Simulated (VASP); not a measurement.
# SiC (F-43m) in VASP: further runs

Runs on SiC. Level: PBEsol. Tasks: relaxation of cell and atoms.

All numbers are computed with VASP 6.6.1; they aren't measurements. Logs are shortened: lines on timing, memory, paths and dates and some standing lists are left out, and cuts for length are marked.

## Step 1: The crystal as given

It takes space group F-43m (No. 216, cubic). The conventional cell has a = 4.358 Å, b = 4.358 Å, c = 4.358 Å, α = 90.00°, β = 90.00°, γ = 90.00°. Si (site symmetry -43m) has 4 C at 1.89 Å as nearest neighbours. C (site symmetry -43m) is surrounded by 4 Si at 1.89 Å.

## Step 2: Relaxation of cell and atoms, PBEsol

File INCAR:

```
PREC     = Accurate       # precision mode
ENCUT    = 600            # plane-wave cutoff, eV
EDIFF    = 1E-6           # SCF threshold, eV
ISMEAR   = 0              # smearing method
SIGMA    = 0.03           # smearing width, eV
LREAL    = False          # projectors in reciprocal space
LASPH    = True           # aspherical terms in the spheres
NELM     = 80             # most SCF steps
ALGO     = Normal         # electronic algorithm
ISIF     = 3              # what is computed and relaxed
LWAVE    = False          # write WAVECAR
LCHARG   = False          # write CHGCAR
GGA      = PS             # functional
IBRION   = 2              # ionic algorithm
NSW      = 90             # ionic steps
EDIFFG   = -0.01          # ionic threshold
KPAR     = 2
```

File KPOINTS:

```
regular mesh
0
Gamma
  10 10 10
```

File POSCAR:

```
SiC
1.0
    0.0000000000      2.1790000000      2.1790000000
    2.1790000000      0.0000000000      2.1790000000
    2.1790000000      2.1790000000      0.0000000000
Si C
1 1
Direct
    0.0000000000      0.0000000000      0.0000000000
    0.2500000000      0.2500000000      0.2500000000
```

Potentials or basis: VASP PAW PBE potentials, release 64 (Si, C).

Command:

```console
$ cat potpaw_PBE.64/Si/POTCAR potpaw_PBE.64/C/POTCAR > POTCAR
$ mpirun -np 2 vasp_std > vasp.out
```

OUTCAR:

```text
PREC = Accurate
   ENCUT = 600
   EDIFF = 1E-6
   ISMEAR = 0
   LREAL = False
   LASPH = True
   NELM = 80
   ISIF = 3
   GGA = PS
   IBRION = 2
   NSW = 90
   EDIFFG = -0.01

 ion  position               nearest neighbor table
   1  0.000  0.000  0.000-   2 1.89   2 1.89   2 1.89   2 1.89
   2  0.250  0.250  0.250-   1 1.89   1 1.89   1 1.89   1 1.89

  LATTYP: Found a face centered cubic cell.
 ALAT       =     4.3580000000

  Lattice vectors:

 A1 = (   0.0000000000,   2.1790000000,   2.1790000000)
 A2 = (   2.1790000000,   0.0000000000,   2.1790000000)
 A3 = (   2.1790000000,   2.1790000000,   0.0000000000)

Analysis of symmetry for initial positions (statically):
=====================================================================
 Subroutine PRICEL returns:
 Original cell was already a primitive cell.

 Routine SETGRP: Setting up the symmetry group for a
 face centered cubic supercell.

 Subroutine GETGRP returns: Found 24 space group operations
 (whereof 24 operations were pure point group operations)
 out of a pool of 48 trial point group operations.

The static configuration has the point symmetry T_d .

Analysis of symmetry for dynamics (positions and initial velocities):
=====================================================================
 Subroutine PRICEL returns:
 Original cell was already a primitive cell.

 Routine SETGRP: Setting up the symmetry group for a
 face centered cubic supercell.

 Subroutine GETGRP returns: Found 24 space group operations
 (whereof 24 operations were pure point group operations)
 out of a pool of 48 trial point group operations.

The dynamic configuration has the point symmetry T_d .

 Subroutine INISYM returns: Found 24 space group operations
 (whereof 24 operations are pure point group operations),
 and found     1 'primitive' translations

----------------------------------------------------------------------------------------

                                     Primitive cell

  volume of cell :      20.6920

  direct lattice vectors                    reciprocal lattice vectors
     0.000000000  2.179000000  2.179000000    -0.229463056  0.229463056  0.229463056
     2.179000000  0.000000000  2.179000000     0.229463056 -0.229463056  0.229463056
     2.179000000  2.179000000  0.000000000     0.229463056  0.229463056 -0.229463056

  length of vectors
     3.081571352  3.081571352  3.081571352     0.397441672  0.397441672  0.397441672

  position of ions in fractional coordinates (direct lattice)
     0.000000000  0.000000000  0.000000000
     0.250000000  0.250000000  0.250000000

  ion indices of the primitive-cell ions
   primitive index   ion index
                 1           1
                 2           2

----------------------------------------------------------------------------------------

 KPOINTS: regular mesh

Automatic generation of k-mesh.
 Grid dimensions read from file:
 generate k-points for:   10   10   10

 Generating k-lattice:

  Cartesian coordinates                     Fractional coordinates (reciprocal lattice)
    -0.022946306  0.022946306  0.022946306     0.100000000  0.000000000  0.000000000
     0.022946306 -0.022946306  0.022946306     0.000000000  0.100000000  0.000000000
     0.022946306  0.022946306 -0.022946306     0.000000000  0.000000000  0.100000000

  Length of vectors
     0.039744167  0.039744167  0.039744167

  Shift w.r.t. Gamma in fractional coordinates (k-lattice)
     0.000000000  0.000000000  0.000000000

 Subroutine IBZKPT returns following result:
 ===========================================

 Found     47 irreducible k-points:

 Following reciprocal coordinates:
            Coordinates               Weight
  0.000000  0.000000  0.000000      1.000000
  0.100000  0.000000  0.000000      8.000000
  0.200000  0.000000  0.000000      8.000000
  0.300000  0.000000  0.000000      8.000000
  0.400000  0.000000  0.000000      8.000000
  0.500000  0.000000  0.000000      4.000000
[... 16 lines left out ...]
  0.300000  0.300000  0.000000      6.000000
  0.400000  0.300000  0.000000     24.000000
 [... further k-points ...]
   k-points           NKPTS =     47   k-points in BZ     NKDIM =     47   number of bands    NBANDS=      8
   number of dos      NEDOS =    301   number of ions     NIONS =      2
   total plane-waves  NPLWV =  21952
   dimension x,y,z NGX =    28 NGY =   28 NGZ =   28
   dimension x,y,z NGXF=    56 NGYF=   56 NGZF=   56
   ions per type =               1   1
   NGX,Y,Z   is equivalent  to a cutoff of  15.11, 15.11, 15.11 a.u.
   NGXF,Y,Z  is equivalent  to a cutoff of  30.21, 30.21, 30.21 a.u.
 SYSTEM =  unknown system
   PREC   = accura    normal or accurate (medium, high low for compatibility)
   ISTART =      0    job   : 0-new  1-cont  2-samecut
   ICHARG =      2    charge: 1-file 2-atom 10-const
   ISPIN  =      1    spin polarized calculation?
   LNONCOLLINEAR =      F non collinear calculations
   LSORBIT =      F    spin-orbit coupling
   LASPH  =      T    aspherical Exc in radial PAW
   ENCUT  =  600.0 eV  44.10 Ry    6.64 a.u.   6.15  6.15  6.15*2*pi/ulx,y,z
   NELM   =     80;   NELMIN=  2; NELMDL= -5     # of ELM steps
   EDIFF  = 0.1E-05   stopping-criterion for ELM
   LREAL  =      F    real-space projection
   EDIFFG = -.1E-01   stopping-criterion for IOM
   NSW    =     90    number of steps for IOM
   IBRION =      2    ionic relax: 0-MD 1-quasi-New 2-CG
   NFREE  =      1    steps in history (QN), initial steepest desc. (CG)
   ISIF   =      3    stress and relaxation
   ISYM   =      2    0-nonsym 1-usesym 2-fastsym
   POTIM  = 0.5000    time-step for ionic-motion
   TEBEG  =    0.0;   TEEND  =   0.0 temperature during run
   PSTRESS=    0.0 pullay stress
   NELECT =       8.0000    total number of electrons
   NUPDOWN=      -1.0000    fix difference up-down
   EMIN   =  10.00;   EMAX   =-10.00  energy-range for DOS
   EFERMI =   0.00;   METHOD = LEGACY
   ISMEAR =     0;   SIGMA  =   0.03  broadening in eV -4-tet -1-fermi 0-gaus
   EFERMI_NEDOS =   21; number of points for ismear=-14 and -15
   IALGO  =     38    algorithm
   IMIX   =      4    mixing-type and parameters
     AMIX     =   0.40;   BMIX     =  1.00
     AMIX_MAG =   1.60;   BMIX_MAG =  1.00
  volume/ion in A,a.u.               =      10.35        69.82
  Fermi-wavevector in a.u.,A,eV,Ry     =   1.192626  2.253736 19.352338  1.422357
  Thomas-Fermi vector in A             =   2.328660
   LORBIT       =      0    0 simple, 1 ext, 2 COOP (PROOUT), +10 PAW based schemes
   GGA     = PS    functional components
   LHFCALC =     F    Hartree Fock is set to
   AEXX    =    0.0000 exact exchange contribution
   IVDW    =     0    specifies the selected vdW correction
   LEPSILON=     F    determine dielectric tensor
   LRPA    =     F    only Hartree local field effects (RPA)
 conjugate gradient relaxation of ions
 non-spin polarized calculation
 Gauss-broadening in eV      SIGMA  =   0.03
  energy-cutoff  :      600.00
  volume of cell :       20.69
 maximum number of plane-waves:       701
 NGX is ok and might be reduce to    28
   NGX = 13   NGY = 13   NGZ = 13

 number of electron       8.0000000 magnetization

 Free energy of the ion-electron system (eV)
  ---------------------------------------------------
  ext. energy  EPLUGINS =         0.00000000
  ---------------------------------------------------
  free energy    TOTEN  =       -15.91610820 eV

  energy without entropy =      -15.91610820  energy(sigma->0) =      -15.91610820

 E-fermi :   8.1959     XC(G=0): -11.5049

 val. band max:        8.0558600555   @ k =   0.0000   0.0000   0.0000
 cond. band min:       9.2901437799   @ k =   0.5000   0.5000   0.0000
 fundamental gap:      1.2342837245
 Fermi energy:         8.1958529689

 k-point     1 :       0.0000    0.0000    0.0000
  band No.  band energies     occupation
      1      -7.3681      2.00000
      2       8.0559      2.00000
      3       8.0559      2.00000
      4       8.0559      2.00000
      5      14.2427      0.00000
      6      15.2991      0.00000
      7      15.2991      0.00000
      8      15.2991      0.00000

 k-point     2 :       0.1000    0.0000    0.0000
  band No.  band energies     occupation
      1      -7.1720      2.00000
      2       7.0408      2.00000
      3       7.9210      2.00000
      4       7.9210      2.00000
      5      14.4944      0.00000
      6      15.5433      0.00000
      7      15.5433      0.00000
      8      15.5793      0.00000

 k-point     3 :       0.2000    0.0000    0.0000
  band No.  band energies     occupation
      1      -6.5918      2.00000
      2       4.9104      2.00000
      3       7.6124      2.00000
      4       7.6124      2.00000
      5      14.1963      0.00000
      6      15.9003      0.00000
      7      15.9003      0.00000
      8      16.7741      0.00000

 k-point     4 :       0.3000    0.0000    0.0000
  band No.  band energies     occupation
      1      -5.6623      2.00000
      2       2.5863      2.00000
      3       7.2953      2.00000
      4       7.2953      2.00000
      5      13.7879      0.00000
      6      15.7521      0.00000
      7      15.7521      0.00000
      8      17.7177      0.00000

 k-point     5 :       0.4000    0.0000    0.0000
  band No.  band energies     occupation
      1      -4.5074      2.00000
      2       0.5168      2.00000
      3       7.0762      2.00000
      4       7.0762      2.00000
      5      13.5199      0.00000
      6      15.3666      0.00000
      7      15.3666      0.00000
      8      17.9759      0.00000
[... 177 lines left out ...]
 k-point    22 :      -0.2000    0.2000    0.0000
  band No.  band energies     occupation
      1      -5.3507      2.00000
      2       3.2405      2.00000
      3       4.8032      2.00000
      4       7.4064      2.00000
      5      14.5344      0.00000
      6      15.9869      0.00000
      7      16.3631      0.00000
      8      17.1387      0.00000

 k-point    23 :       0.3000    0.3000    0.0000
  band No.  band energies     occupation
      1      -5.0843      2.00000
      2       3.6988      2.00000
      3       5.6732      2.00000
      4       5.6732      2.00000
      5      11.1127      0.00000
      6      13.5524      0.00000
      7      19.5263      0.00000
      8      19.5263      0.00000

 k-point    24 :       0.4000    0.3000    0.0000
  band No.  band energies     occupation
      1      -4.2085      2.00000
      2       2.4698      2.00000
      3       4.8720      2.00000
      4       5.4097      2.00000
      5      10.8127      0.00000
      6      13.5681      0.00000
      7      19.6090      0.00000
      8      19.9187      0.00000

 [... further k-points ...]

------------------------ aborting loop because EDIFF is reached ----------------------------------------

  FORCE on cell =-STRESS in cart. coord.  units (eV):
  Direction    XX          YY          ZZ          XY          YZ          ZX
  --------------------------------------------------------------------------------------
  -------------------------------------------------------------------------------------
  Total        0.0058220      0.0058220      0.0058220      0.0000000     -0.0000000      0.0000000
  in kB        0.4507970      0.4507970      0.4507970      0.0000000     -0.0000000      0.0000000
  external PRESSURE =       0.4507970 kB  Pullay stress =       0.0000000 kB

 VOLUME and BASIS-vectors are now :
 -----------------------------------------------------------------------------
  energy-cutoff  :      600.00
  volume of cell :       20.69
      direct lattice vectors                 reciprocal lattice vectors
     0.000000000  2.179000000  2.179000000    -0.229463056  0.229463056  0.229463056
     2.179000000  0.000000000  2.179000000     0.229463056 -0.229463056  0.229463056
     2.179000000  2.179000000  0.000000000     0.229463056  0.229463056 -0.229463056

 POSITION                                       TOTAL-FORCE (eV/Angst)
 -----------------------------------------------------------------------------------
      0.00000      0.00000      0.00000        -0.000000     -0.000000      0.000000
      1.08950      1.08950      1.08950         0.000000      0.000000     -0.000000
 -----------------------------------------------------------------------------------
    total drift:                               -0.000000     -0.000000     -0.000000

  FREE ENERGIE OF THE ION-ELECTRON SYSTEM (eV)
  ---------------------------------------------------
  free  energy   TOTEN  =       -15.9161082006 eV

  energy  without entropy=      -15.9161082006  energy(sigma->0) =      -15.91610820

 reached required accuracy - stopping structural energy minimisation
```

Wall time 6.4 s (2 MPI ranks of Intel Xeon Platinum 8259CL at 2.50GHz (Skylake/Cascade Lake), shared host); peak memory 0.14 GiB.

What came out:

```
Free energy             : -15.9161 eV
Pressure after relaxing : 0.0 GPa
Band gap on the k mesh  : 1.23 eV, indirect (least direct gap 4.44 eV)
```

Final structure:
```xyz
2
Lattice="0.0000 2.1790 2.1790 2.1790 0.0000 2.1790 2.1790 2.1790 0.0000" Properties=species:S:1:pos:R:3 pbc="T T T"
Si    0.0000    0.0000    0.0000
C     1.0895    1.0895    1.0895
```

Levels at points of the mesh, in eV from the valence-band top:
| k point | band 1 | band 2 | band 3 | band 4 | band 5 | band 6 | band 7 | band 8 |
| --- | --- | --- | --- | --- | --- | --- | --- | --- |
| (0.00, 0.00, 0.00) | -15.42 | 0.00 | 0.00 | 0.00 | 6.19 | 7.24 | 7.24 | 7.24 |
| (0.50, 0.00, 0.00) | -11.82 | -8.60 | -1.06 | -1.06 | 5.37 | 7.14 | 7.14 | 9.92 |
| (0.50, 0.50, 0.00) | -10.36 | -7.83 | -3.21 | -3.21 | 1.23 | 4.20 | 13.95 | 13.95 |

Caveat: the relaxation stopped at its first step, so nothing moved; the PAW data sets were made with another functional, which shifts forces and pressure a little. A k mesh can miss the band edges.

(Part 1 of 2 ends here.)
